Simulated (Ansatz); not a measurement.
Crystal: MoS2.

```xyz
3
Lattice="3.2275 0.0000 0.0000 -1.6137 2.7951 0.0000 0.0000 0.0000 6.3125" Properties=species:S:1:pos:R:3 pbc="T T T"
Mo    0.0000    0.0000    3.1562
S     1.6137    0.9317    4.7008
S     0.0000    1.8634    1.6117
```

Measurements of this composition are mostly on another form, of space group No. 194.

| Property | Result |
| --- | --- |
| Program | Ansatz 0.2.0 |
| Task | relaxation of cell and atoms |
| Functional | LDA |
| Potentials or basis | Ansatz PAW |
| Cutoff | 420 eV (not typed: the program's choice for these potentials) |
| k mesh | 9 × 9 × 4 |
| Occupations | fermi-dirac, width 0.05 eV |
| Spin | no spin polarisation |

At the start: volume 18.98 Å³/atom.

Task: Where does the relaxation end?

Result: It ends after 9 steps and the volume is 16.46 Å³/atom (-13.3 %); space group P-3m1 (No. 164, to 0.05 Å).

Step by step:
```
step  energy change (eV)  largest force (eV/Å)  volume (Å³)
   1              0.0000                0.1550        56.94
   2             -0.0947                0.0110        50.02
   3             -0.1104                0.0413        51.08
   4             -0.1183                0.0518        50.30
   5             -0.1186                0.0304        48.67
   6             -0.1213                0.0634        49.42
   7             -0.1215                0.0070        49.40
   8             -0.1215                0.0004        49.37
   9             -0.1210                0.0005        49.37
```

Final structure:
```
CELL_PARAMETERS angstrom
3.14487 0.00000 0.00000
-1.57243 2.72353 0.00000
0.00000 0.00000 5.76444
ATOMIC_POSITIONS crystal
Mo 0.00000 0.00000 0.50000
S 0.66667 0.33333 0.77138
S 0.33333 0.66667 0.22862
```

Caveat: the plane-wave basis is chosen anew once the cell has moved, so the energies of steps on either side of that aren't comparable; the PAW data sets come from PBE, with cores solved anew for the run's functional, which leaves a small shift of forces and pressure.
